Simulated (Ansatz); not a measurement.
Level of theory: DFT, PBEsol, scalar-relativistic, collinear spin; plane waves to 420 eV with PAW datasets (Ansatz 0.2.0), 12×12×12 k-mesh, Gaussian smearing of 0.05 eV; PAW files: Ansatz's generated set soft_2.

A crystal of composition XO, relaxed at this level of theory, gives this pattern between 10° and 80°.

Cu Kα1 powder pattern (kinematic, no thermal factors).
2θ (°) (relative intensity): 35.32 (100), 41.02 (26), 59.40 (42), 71.04 (33), 74.72 (6)

Task: Which lattice and cell does the pattern come from?

Result: Cubic, space group F-43m (No. 216), a = 4.398 Å, b = 4.398 Å, c = 4.398 Å, α = 90.00°, β = 90.00°, γ = 90.00°. The line positions fix the lattice at most, not the space group, and lines under 1 % of the strongest aren't listed; this is the group of the computed cell.

The calculation on XO, where X is one element, gave:

| Item | Value |
| --- | --- |
| Band gap | zero (metallic) |
| Density of states at the Fermi level | 0.91 states/(eV·atom) |
| Magnetic state | ferromagnetic (the only order tried) |
| Site spin moments | X 1.31; O 0.33 μB |
| Spin moment of the cell | 1.73 μB |
| Formation energy from the elements (0 K, uncorrected) | -0.57 eV/atom |
| Bulk modulus (Birch–Murnaghan) | 165 GPa |

Sites: X on 4a, O on 4d.

Task: Which element is X?
A. Ni
B. Co
C. Fe
D. Zn

Result: A. X is Ni, so the compound is NiO.

This is a trial structure; measured cells of the compound in the Crystallography Open Database are in space group Fm-3m (rock salt).

The run wasn't fully tested for a lower electronic state. Site moments are of spin, integrated over atomic spheres. Compounds of this kind are often insulators, Mott or charge-transfer ones with an open 3d shell, so the metal found may come from the functional, which lacks a U or exact exchange, or from the structure. Only parallel moments were tried, so the real magnetic order may be another.
